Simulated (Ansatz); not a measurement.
## Cd: pressure against volume, fitted

```yaml
crystal:
  lattice:
    - [2.97887, 0.00000, 0.00000]
    - [-1.48944, 2.57978, 0.00000]
    - [0.00000, 0.00000, 5.61765]
  atoms:
    - { symbol: Cd, position: [0.33333, 0.66667, 0.25000] }
    - { symbol: Cd, position: [0.66667, 0.33333, 0.75000] }
```

Atoms are numbered in the order listed.

The cell is COD entry 9008490, as deposited and not checked against the literature; nothing was relaxed.

Computed with DFT, PBE, all-electron LAPW, scalar-relativistic (Ansatz 0.2.0).

Settings: a Γ-centred 14×14×7 k mesh, Fermi–Dirac smearing of 0.05 eV, basis error target 0.25 meV/atom, no spin polarisation.

The cell is scaled evenly. Fractional coordinates are held (clamped ions).

```csv
V (Å³/atom),P (GPa)
20.290,7.55
20.506,6.67
20.722,5.83
21.046,4.68
21.154,4.32
21.369,3.64
21.585,3.00
21.801,2.40
22.017,1.84
22.125,1.58
22.449,0.84
22.880,-0.03
```

(1) Fit a third-order Birch–Murnaghan curve to the pressures.

(2) Predict the pressure at the withheld volume, 22.665 Å³/atom.

Answers

(1) P = (3B0/2)(y^(7/2) − y^(5/2))[1 + (3/4)(B0′ − 4)(y − 1)] with y = (V0/V)^(2/3) fits within 0.01 GPa for V0 = 22.862 Å³/atom, B0 = 43.5 GPa and B0′ = 6.34.

(2) There y = 1.0058, so the fit gives 0.39 GPa; the run gave 0.39 GPa.
